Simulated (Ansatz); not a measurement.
**BeS (F-43m): thermal expansion from first principles**

Wanted: α(T), C_P(T) and B(T) of BeS in the quasi-harmonic approximation.

Experimental results on record:
- heat capacity C_P per formula unit 34.2 J/mol/K and bulk modulus 105 GPa near room temperature (given in “High-Throughput Prediction of Finite-Temperature Properties using the Quasi-Harmonic Approximation”, 2016, arXiv:1603.06924)

Method: DFT PBE, scalar-relativistic, plane waves, PAW, in the first sound run; inputs show where later runs differ, in Ansatz 0.2.0.

The database entry behind the starting cell differs from later determinations by our own check (0.1 to 0.3 % short, probably kX units), so it need not match the best structure at ambient conditions.

**1. The structure**

The structure is cubic, space group F-43m (No. 216). The conventional cell has a = 4.850 Å, b = 4.850 Å, c = 4.850 Å, α = 90.00°, β = 90.00°, γ = 90.00°. Be has 4 S at 2.10 Å nearest. Nearest to S lie 4 Be at 2.10 Å. Farther neighbours and most contacts between anions are not listed.

**2. Probe on a coarse mesh**

A cheap single point shows whether the cell is a metal or an insulator and how far it is from rest; that sets the k-mesh and the occupations of what follows.

input.yaml

```yaml
crystal:
  lattice:
    - [0.0, 2.425, 2.425]
    - [2.425, 0.0, 2.425]
    - [2.425, 2.425, 0.0]
  atoms:
    - { symbol: Be, position: [0.0, 0.0, 0.0] }
    - { symbol: S, position: [0.25, 0.25, 0.25] }
kpoints:
  mp_grid: { grid: [6, 6, 6] }
hamiltonian:
  xc: pbe
scf:
  occupations: { method: gaussian, width: 0.1 }
output:
  forces: true
  stress: true
  eigenvalues: true
```

The run is started by

```sh
ansatz run input.yaml --threads 4 --pin off --max-ram 16384MiB --backend cpu --events-out ev --progress --plain --runs-dir out
```

Numbers of over 12 decimals in the logs are rounded to 6 here.

Output:

```text
Engine: ansatz 0.2.0, aarch64-unknown-linux-gnu
Pseudopotentials: kind: paw
Pseudopotential: Be, paw, valence charge 2, recommended cutoff 420 eV (normal), Be.paw.azcp
Pseudopotential: S, paw, valence charge 6, recommended cutoff 420 eV (normal), S.paw.azcp
Functional definition: PBE
  parameter kappa = 0.804
  parameter beta = 0.066725
  exchange = pbe_x(kappa = kappa, mu = beta*pi^2/3)
  correlation = pbe_c(beta = beta)
Crystal: 2 atoms, lattice volume = 28.521 Å³
Basis set: ecut = 420 eV, 537 PW (Γ), exchange–correlation on 48×48×48 points (8 copies of the dense FFT grid, shifted against one another)
Bands: 8, of which v1, the nominal top of the filled ones, is band 4 counted from 1 (3 counted from 0)
Symmetry: 24 space group operations
Space group: F-43m (ITA 216), of the structure as read, at distance tolerance 3.1e-5 Å
k-points: 16 of 216 (time reversal used)
Non-local potential: Be, projectors of the file, l = 0: 2, l = 1: 2, l = 2: 1
Non-local potential: S, projectors of the file, l = 0: 2, l = 1: 2, l = 2: 2
PAW form: soft (Blöchl's): semilocal exchange-correlation on the pseudo side does not see the compensation charge
PAW one-centre angular grid: Be, 110 points (default); XC on 64 Gauss nodes
PAW one-centre angular grid: S, 110 points (default); XC on 64 Gauss nodes
Initial density: superposition of atomic densities (neutral atoms: chi_scale 0, normalization atom), corrected by the library's trained network
Initial wavefunctions: pseudopotential atomic-orbital guess
Functional: x = pbe(κ = 0.804, μ = 0.219515), c = pbe(β = 0.066725)
SCF iter   1: F=—  HF=-996.960928 eV  |F-HF|=—  |Δ(HF+E_count)|=         —  Δρ=7.33e-4  dr2=1.46e-4  ethr=1.77e-3  ⟨swp⟩=5.2  Hψ=1047  notcnv=0
preconditioner: auto → none  [insulator: Δε(μ)=3.109 eV  Ē_g=12.793 eV  σ=0.100 eV  W_gap=1.00  n_scr=0 (ndim 8)  ℏωp=19.7 eV  f_vac=0.000  D(μ)=0.00/eV (n_scr^D=0)  ε∞_Penn≈3.4]
SCF iter   2: F=—  HF=-996.960506 eV  |F-HF|=—  |Δ(HF+E_count)|=   4.22e-4  Δρ=4.39e-4  dr2=4.72e-5  ethr=1.82e-6  ⟨swp⟩=2.3  Hψ=317  notcnv=0
SCF iter   3: F=—  HF=-996.960546 eV  |F-HF|=—  |Δ(HF+E_count)|=   3.96e-5  Δρ=1.68e-4  dr2=3.18e-6  ethr=5.90e-7  ⟨swp⟩=2.2  Hψ=183  notcnv=0
SCF iter   4: F=—  HF=-996.960575 eV  |F-HF|=—  |Δ(HF+E_count)|=   2.91e-5  Δρ=5.78e-5  dr2=5.45e-7  ethr=3.97e-8  ⟨swp⟩=2.4  Hψ=186  notcnv=0
iter 5 did not close the SCF: its close was put off for the readings that it lacked (scf_convergence_deferred on its scf_iter line)
SCF iter   5: F=-996.960579 eV  HF=-996.960579 eV  |F-HF|=4.22e-8  |Δ(HF+E_count)|=   4.67e-6  Δρ=1.61e-5  dr2=8.36e-8  ethr=6.81e-9  ⟨swp⟩=2.5  Hψ=193  notcnv=0
SCF iter   6: F=-996.960579 eV  HF=-996.960579 eV  |F-HF|=1.10e-9  |Δ(HF+E_count)|=   7.08e-8  Δρ=2.69e-6  dr2=2.50e-9  ethr=1.05e-9  ⟨swp⟩=2.2  Hψ=461  notcnv=0
SCF 1 converged in 6 iterations: F = -996.960579 eV  dr2 = 2.50e-9
  greatest PAW one-centre occupation: 0.849 electrons in one spin orbital (limit 2), on the S atom at site 1 (counted from 0), in its partial waves of l = 0
SCF converged after 6 iterations
Free energy (F): -996.960579 eV
Harris-Foulkes:  -996.960579 eV  (|F-HF|=1.10e-9)
Internal energy: -996.960579 eV  (E = F + TS)
E sigma→0 (E₀):  -996.960579 eV
Fermi energy:    6.896060 eV
--- Per-component energies (eV) ---
  E_band       = 1.506428
  E_kinetic    = 128.379416
  E_local      = -115.677071  (includes V_loc(G=0)·N_el)
  E_nonlocal   = 32.782271
  E_hartree    = 35.649793
  E_xc         = -117.326546
  E_vxc        = -108.855831  (∫ρ·V_xc dr)
  E_paw        = -659.948053  (= ΣΔE_a)
  E_vpaw       = -6.421682  (= ΣTr[D̂ρ^β])
  E_aug_tail   = 0.000001  (compensation charges beyond the density's cutoff)
  E_ewald      = -300.820390
  E_smearing   = -0.000000  (= −TS)
  E_closure    = -0.000000  (closes the sum)
  Σ components = -996.960579   (vs F -996.960579, Δ=0.00e0)
--- Forces (eV/Å), atoms counted from 1 ---
  atom   1  Be     0.00000000    -0.00000000    -0.00000000
  atom   2  S      0.00000000    -0.00000000     0.00000000
  max |Σ_I F_I| component: 3.54e-16 eV/Å
--- Stress (GPa, compression-positive) ---
        1.583605       0.000000       0.000000
        0.000000       1.583605       0.000000
       -0.000000       0.000000       1.583605
  P = ⅓ Tr σ = 1.5836 GPa (15.836 kbar)
--- Band table (eV; the first three rows and the last of 16) ---
  k-point 0: bands = ["-8.3501", "5.3417", "5.3417", "5.3417", "10.9922", "10.9922", "10.9922", "11.2289"]
  k-point 1: bands = ["-8.0395", "3.4529", "5.0156", "5.0156", "10.9207", "11.5556", "11.5556", "13.2017"]
  k-point 2: bands = ["-7.2645", "0.7821", "4.5123", "4.5123", "10.8474", "11.9778", "11.9778", "15.7373"]
  k-point 15: bands = ["-6.1562", "0.7428", "1.9243", "2.1509", "10.4835", "11.9839", "15.3478", "15.7699"]
```

The job ended after 0.7 s (4 threads of Arm Neoverse V2, shared host; peak memory 0.25 GiB; 1 s of CPU time).

Reading the cycles: dr2 is the Hartree energy of the density residual (eV), the measure of convergence; HF is the Harris–Foulkes estimate of the energy, which meets the free energy F at convergence.

A gap read on the k-mesh alone can miss the band edges.

This step gave:

```
pressure          : 1.584 GPa
gap on the k-mesh : 3.109 eV
volume per atom   : 14.26 Å³
```

The start is under 1.6 GPa at this level and looks like an insulator or semiconductor on this mesh.

**3. Finding the static equilibrium**

Phonons are second derivatives about a minimum, so cell and atoms are relaxed first, inside the symmetry of the start.

input.yaml, the sections that differ from step 2:

```yaml
kpoints:
  mp_grid: { grid: [8, 8, 8] }
scf:
  occupations: { method: gaussian, width: 0.02 }
output:
  forces: true
  stress: true
  eigenvalues: true
  write_density: true
  write_potential: true
  elf: true
  volumetric_format: npy
relax:
  adjacent_minimum: "off"
  f_tol: 0.005
  max_steps: 80
  cell: { stress_tol: 0.05 }
# crystal, hamiltonian: as in step 2
```

Output:

```text
[...]
Crystal: 2 atoms, lattice volume = 28.521 Å³
Basis set: ecut = 420 eV, 537 PW (Γ), exchange–correlation on 48×48×48 points (8 copies of the dense FFT grid, shifted against one another)
Bands: 8, of which v1, the nominal top of the filled ones, is band 4 counted from 1 (3 counted from 0)
Symmetry: 24 space group operations
[...]
k-points: 29 of 512 (time reversal used)
[...]
SCF iter   1: F=—  HF=-996.963645 eV  |F-HF|=—  |Δ(HF+E_count)|=         —  Δρ=7.58e-4  dr2=1.58e-4  ethr=1.77e-3  ⟨swp⟩=5.6  Hψ=1930  notcnv=0
[...]
SCF iter   6: F=-996.963258 eV  HF=-996.963258 eV  |F-HF|=4.93e-10  |Δ(HF+E_count)|=   1.04e-8  Δρ=1.58e-6  dr2=8.49e-10  ethr=6.11e-10  ⟨swp⟩=5.1  Hψ=1162  notcnv=0
SCF 1 converged in 6 iterations: F = -996.963258 eV  dr2 = 8.49e-10
[...]
relax step   1: F+E_penalty+E_count = -996.96325840 eV  Δ(F+E_penalty+E_count) = +0.000e0 eV  max|allowed force component| = 1.787e-16 eV/Å  Δτ_max = 0.0000 Å  P = +1.545 GPa  Ω = 28.521 Å³  (6 SCF iters, dr2 threshold 1.00e-7 eV, accepted)
Crystal: 2 atoms, lattice volume = 28.787 Å³
[...]
iter 1 solved again at ethr=2.63e-6 eV; its pass at ethr=3.10e-3 eV (dr2=2.11e-4 eV) is discarded
[...]
SCF iter   4: F=-996.965051 eV  HF=-996.965051 eV  |F-HF|=5.69e-8  |Δ(HF+E_count)|=   1.68e-8  Δρ=1.76e-5  dr2=5.61e-8  ethr=2.50e-9  ⟨swp⟩=9.0  Hψ=1648  notcnv=0
SCF 2 converged in 4 iterations: F = -996.965051 eV  dr2 = 5.61e-8
relax step   2: F+E_penalty+E_count = -996.96505076 eV  Δ(F+E_penalty+E_count) = -1.792e-3 eV  max|allowed force component| = 5.464e-17 eV/Å  Δτ_max = 0.0000 Å  P = +0.643 GPa  Ω = 28.787 Å³  energy of the carried Pulay correction = -1.768e-5 eV  (4 SCF iters, dr2 threshold 2.00e-7 eV, accepted)
Crystal: 2 atoms, lattice volume = 28.979 Å³
[...]
SCF iter   4: F=-996.965432 eV  HF=-996.965432 eV  |F-HF|=3.36e-8  |Δ(HF+E_count)|=   2.62e-8  Δρ=1.31e-5  dr2=3.17e-8  ethr=2.50e-9  ⟨swp⟩=9.0  Hψ=1633  notcnv=0
SCF 3 converged in 4 iterations: F = -996.965432 eV  dr2 = 3.17e-8
[...]
relax step   3: F+E_penalty+E_count = -996.96543245 eV  Δ(F+E_penalty+E_count) = -3.817e-4 eV  max|allowed force component| = 4.626e-17 eV/Å  Δτ_max = 0.0000 Å  P = +0.015 GPa  Ω = 28.979 Å³  energy of the carried Pulay correction = -3.038e-5 eV  (4 SCF iters, dr2 threshold 2.00e-7 eV, accepted)
[...]
SCF iter   1: F=—  HF=-996.965445 eV  |F-HF|=—  |Δ(HF+E_count)|=         —  Δρ=1.45e-5  dr2=3.24e-8  ethr=8.36e-7  ⟨swp⟩=2.3  Hψ=2545  notcnv=0
eigensolver tolerance schedule: the retry pair's looser diagonalisation over-reported the residual by 2061.21 of it (diagonalisation noise at 1.25 of the residual, at the tolerance the schedule requests for it); recorded, not acted on — ethr = c·dr2/N_el stays at c = 1.0e-1
[...]
SCF iter   2: F=—  HF=-996.965461 eV  |F-HF|=—  |Δ(HF+E_count)|=   1.66e-5  Δρ=8.03e-6  dr2=9.36e-9  ethr=4.05e-10  ⟨swp⟩=2.1  Hψ=354  notcnv=0
[...]
SCF iter   5: F=-996.965461 eV  HF=-996.965461 eV  |F-HF|=1.36e-12  |Δ(HF+E_count)|=  1.80e-11  Δρ=9.15e-8  dr2=2.97e-12  ethr=1.00e-12  ⟨swp⟩=5.1  Hψ=816  notcnv=0
SCF 4 converged in 5 iterations: F = -996.965461 eV  dr2 = 2.97e-12
relax step   4: F+E_penalty+E_count = -996.96546124 eV  Δ(F+E_penalty+E_count) = -2.878e-5 eV  max|allowed force component| = 7.401e-17 eV/Å  Δτ_max = 0.0000 Å  P = +0.017 GPa  Ω = 28.979 Å³  stress off target by 1.70e-2 GPa  SCF on the basis re-selected at this cell (its energy is not comparable with the rows above)  (5 SCF iters)
basis re-selected at this cell: Δ(F+E_penalty+E_count) = -2.878e-5 eV, ΔP = +0.002 GPa vs the last step (what re-selecting the basis moved, of the pressure what is left beyond the Pulay correction that the steps carried, after the strain that the cell walked since its last selection, with what the two solves' SCF thresholds leave and, on support functions, any second-order correction that the steps lacked; it is no m [...]
SCF converged after 5 iterations
Free energy (F): -996.965461 eV
[...]
Internal energy: -996.965461 eV  (E = F + TS)
E sigma→0 (E₀):  -996.965461 eV
Fermi energy:    6.730319 eV
[...]
--- Stress (GPa, compression-positive) ---
        0.017012      -0.000000      -0.000000
       -0.000000       0.017012       0.000000
       -0.000000       0.000000       0.017012
  P = ⅓ Tr σ = 0.0170 GPa (0.170 kbar)
--- Band table (eV; the first three rows and the last of 29) ---
[...]
--- Relaxed structure (3 steps of the walk, 3 accepted, 1 SCFs on fresh bases) ---
  F+E_penalty+E_count = -996.96546124 eV   max|allowed force component| = 7.401e-17 eV/Å   (the final SCF, on the basis selected at the relaxed cell)
  cell:  # Å, volume = 28.9793 Å³
    - [0, 2.437919, 2.437919]
    - [2.437919, 0, 2.437919]
    - [2.437919, 2.437919, 0]
  atoms:
    - { symbol: Be, position: [0, 0, 0] }
    - { symbol: S, position: [0.25, 0.25, 0.25] }
```

The job ended after 1 s (4 threads; peak memory 0.29 GiB; 3.2 s of CPU time).

The steps of the relaxation:

```tsv
step	energy less that of the first step (eV)	largest force component (eV/Å)	pressure (GPa)	volume (Å³)
1	0.0000	0.0000	1.55	28.52
2	-0.0018	0.0000	0.64	28.79
3	-0.0022	0.0000	0.01	28.98
4*	-0.0022	0.0000	0.02	28.98
```

Relaxation steps marked * repeat the geometry before them on a plane-wave basis chosen anew for their cell, so energy and pressure can jump there.

Forces are held to the 24 operations that the run works with; a distortion that breaks them can't arise in this run.

```tsv
conventional cell, symmetrised	before	after	change
a (Å)	4.850	4.876	+0.5 %
b (Å)	4.850	4.876	+0.5 %
c (Å)	4.850	4.876	+0.5 %
volume (Å³/atom)	14.26	14.49	+1.6 %
```

The relaxed structure:

```xyz
2
Lattice="0.0000 2.4379 2.4379 2.4379 0.0000 2.4379 2.4379 2.4379 0.0000" Properties=species:S:1:pos:R:3 pbc="T T T"
Be    0.0000    0.0000    0.0000
S     1.2190    1.2190    1.2190
```

This step gave:

| Item | Value |
| --- | --- |
| pressure | 0.01701 GPa |
| gap on the k-mesh | 3.145 eV |
| volume per atom | 14.49 Å³ |

ELF in the ac plane of a cell with a along [110], b along [-110] and c along [001] of the cube at fractional y = 0.500, with atoms of Be and S within 0.2 Å of it. It is the smooth field of the valence electrons, not physical close to the nuclei.

Values, 7 rows by 16 columns, each cell a mean:
```
0.21 0.12 0.04 0.03 0.04 0.04 0.08 0.18 0.21 0.12 0.04 0.03 0.04 0.04 0.08 0.18
0.02 0.04 0.09 0.16 0.17 0.12 0.05 0.02 0.02 0.04 0.09 0.16 0.17 0.12 0.05 0.02
0.11 0.12 0.15 0.15 0.15 0.15 0.13 0.11 0.11 0.12 0.15 0.15 0.15 0.15 0.13 0.11
0.69 0.69 0.52 0.10 0.03 0.36 0.67 0.70 0.69 0.69 0.52 0.10 0.03 0.36 0.67 0.70
0.54 0.85 0.89 0.49 0.30 0.81 0.90 0.67 0.54 0.85 0.89 0.49 0.30 0.81 0.90 0.67
0.32 0.70 0.73 0.32 0.19 0.61 0.77 0.45 0.32 0.70 0.73 0.32 0.19 0.61 0.77 0.45
0.76 0.64 0.34 0.07 0.04 0.21 0.55 0.74 0.76 0.64 0.34 0.07 0.04 0.21 0.55 0.74
```
Columns run along a (6.9 Å), rows up along c (4.9 Å), edges of the conventional cell, whose origin can differ from the input's. Atoms in or near the plane, at fractional coordinates: Be at (0.75, 0.50), Be at (0.25, 0.50), S at (0.50, 0.25), S at (0.00, 0.25).

Electrostatic potential energy in the ac plane of a cell with a along [110], b along [-110] and c along [001] of the cube at fractional y = 0.500, with atoms of Be and S within 0.2 Å of it. With pseudopotentials it is smooth inside the atoms' cores, unlike the true potential.

Ten even steps from '0' (-34 eV) to '9' (10 eV), each cell a mean:
```
9999999999999999999
9999999999999999999
9999999999999999999
9999889999999989999
9997557999998656899
9984004899997202799
8883003888886101688
4676226764577424774
0168778610047878730
2058998402127999711
0169999610038999830
3689999853479999974
8999999998899999998
```
Columns run along a (6.9 Å; values clipped at the 3rd and 97th percentile), rows up along c (4.9 Å), edges of the conventional cell, whose origin can differ from the input's. Atoms in or near the plane, at fractional coordinates: Be at (0.75, 0.50), Be at (0.25, 0.50), S at (0.50, 0.25), S at (0.00, 0.25).

Valence density in the ac plane of a cell with a along [110], b along [-110] and c along [001] of the cube at fractional y = 0.500, with atoms of Be and S within 0.2 Å of it. It is the smooth field of the valence electrons, not physical close to the nuclei.

Ten even steps from '0' (0.0 e/Å³) to '9' (1.2 e/Å³), each cell a mean:
```
0000000000000000000
0000000000000000000
0000000000000000000
0000110000000010000
0001111000000111000
0011001100001101100
2221001222222101222
7642113467753212367
7973113797994212599
2872113781584111495
7851001587773101377
7520000257741000147
3210000123210000012
```
Columns run along a (6.9 Å), rows up along c (4.9 Å), edges of the conventional cell, whose origin can differ from the input's. Atoms in or near the plane, at fractional coordinates: Be at (0.75, 0.50), Be at (0.25, 0.50), S at (0.50, 0.25), S at (0.00, 0.25).

The relaxation ends with a pressure of 0.02 GPa.

**4. Relaxing to small residual forces and stress**

The relaxation is repeated with tighter thresholds on force and stress, since phonons are sensitive to what is left; a change of mesh or smearing in the input moves the cell too.

input.yaml

```yaml
crystal:
  lattice:
    - [0.0, 2.4379189254, 2.4379189254]
    - [2.4379189254, 0.0, 2.4379189254]
    - [2.4379189254, 2.4379189254, 0.0]
  atoms:
    - { symbol: Be, position: [0.0, 0.0, 0.0] }
    - { symbol: S, position: [0.25, 0.25, 0.25] }
kpoints:
  mp_grid: { grid: [8, 8, 8] }
hamiltonian:
  xc: pbe
scf:
  occupations: { method: fixed }
output:
  forces: true
  stress: true
  eigenvalues: true
relax:
  adjacent_minimum: "off"
  f_tol: 0.001
  max_steps: 60
  cell: { stress_tol: 0.01 }
```

Output:

```text
[...]
Crystal: 2 atoms, lattice volume = 28.979 Å³
Basis set: ecut = 420 eV, 537 PW (Γ), exchange–correlation on 48×48×48 points (8 copies of the dense FFT grid, shifted against one another)
Bands: 8, of which v1, the nominal top of the filled ones, is band 4 counted from 1 (3 counted from 0)
Symmetry: 24 space group operations
[...]
k-points: 29 of 512 (time reversal used)
[...]
-0.000000       0.000000       0.007017
  P = ⅓ Tr σ = 0.0070 GPa (0.070 kbar)
--- Band table (eV; the first three rows and the last of 29) ---
[...]
--- Relaxed structure (2 steps of the walk, 2 accepted, 1 SCFs on fresh bases) ---
[...]
cell:  # Å, volume = 28.9824 Å³
    - [0, 2.438006, 2.438006]
    - [2.438006, 0, 2.438006]
    - [2.438006, 2.438006, 0]
  atoms:
    - { symbol: Be, position: [0, 0, 0] }
    - { symbol: S, position: [0.25, 0.25, 0.25] }
[key lines of the parts left out:]
SCF converged after 4 iterations
Free energy (F): -996.965461 eV
Fermi energy:    5.156696 eV
```

The job ended after 0.76 s (4 threads; peak memory 0.28 GiB).

Little changed from the start: no atom moved by 0.005 Å and no cell edge by 0.1 %.

Numbers from this step:

```
pressure : 0.007017 GPa
```

The residual pressure is 0.0070 GPa, small enough for phonons.

[end of part 1 of 2]

[Logs are printed without paths, hosts, clocks, repeated set-up lines and the standing remarks that a program may print on its own settings, such as how far it seeks lower states.]

[Hosts, paths, dates, database ids (printed as entryN), source tags and the programs' standing remarks are cut or masked in the printed files.]

[A step with changed settings may run another functional than the one named; its input shows which.]
